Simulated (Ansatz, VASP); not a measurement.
# Ag: VASP beside Ansatz

The input INCAR:

```
PREC = Accurate
ENCUT = 520
EDIFF = 1E-6
ISMEAR = -1
SIGMA = 0.1
LREAL = F
LASPH = T
NELM = 60
ALGO = Normal
ISIF = 2
LWAVE = F
LCHARG = F
GGA = PE
NBANDS = 18
```

File KPOINTS:

```
Automatic mesh
0
Gamma
  12 12 12
```

Contents of POSCAR:

```
Ag
1.0
    0.0000000000      2.2906833938      2.2906833938
    2.2906833938      0.0000000000      2.2906833938
    2.2906833938      2.2906833938      0.0000000000
Ag
2
Direct
   -0.1250000000     -0.1250000000     -0.1250000000
    0.1250000000      0.1250000000      0.1250000000
```

Input for Ansatz:

```yaml
crystal:
  lattice:
    - [0.0, 2.2906833938, 2.2906833938]
    - [2.2906833938, 0.0, 2.2906833938]
    - [2.2906833938, 2.2906833938, 0.0]
  atoms:
    - { symbol: Ag, position: [-0.125, -0.125, -0.125] }
    - { symbol: Ag, position: [0.125, 0.125, 0.125] }
kpoints:
  mp_grid: { grid: [12, 12, 12] }
  band_path:
    path:
      - [0.0, 0.0, 0.0]
      - [0.5, 0.0, 0.5]
      - [0.625, 0.25, 0.625]
      - [0.375, 0.375, 0.75]
      - [0.0, 0.0, 0.0]
      - [0.5, 0.5, 0.5]
      - [0.5, 0.25, 0.75]
      - [0.5, 0.0, 0.5]
    npoints: 8
scf:
  occupations: { method: fermi_dirac, width: 0.1 }
hamiltonian:
  xc: pbe
  pseudopotentials: { kind: all_electron, lapw: { basis_error: 0.001 } }
output:
  forces: true
  stress: true
  eigenvalues: true
  populations: true
  dos: { projected: true, de: 0.2, e_range: [-14, 8] }
```

Change from the starting cell: volume scaled by 0.4, LAPW.

Alike in both runs: task single point; functional PBE; k mesh 12 × 12 × 12; occupations fermi-dirac, width 0.1 eV; no spin polarisation.

|  | VASP | Ansatz |
| --- | --- | --- |
| version | VASP 6.6.1 | Ansatz 0.2.0 |
| potentials or method | VASP PAW PBE potentials, release 64 (Ag) | all-electron LAPW, scalar-relativistic |
| plane-wave cutoff (eV) | 520 | see its input |

Ansatz gave:

```
pressure (GPa) : 337.5
```

What did VASP give for the same quantities?

Pressure (GPa): 314.2.

Ansatz ran all-electron here, so the differences hold the error of VASP's frozen core and of both bases.

Caveats: the cell as given lies far from equilibrium; so large a pressure means that the cell lies far from this level's equilibrium, or that cutoff or potentials fall short (VASP).
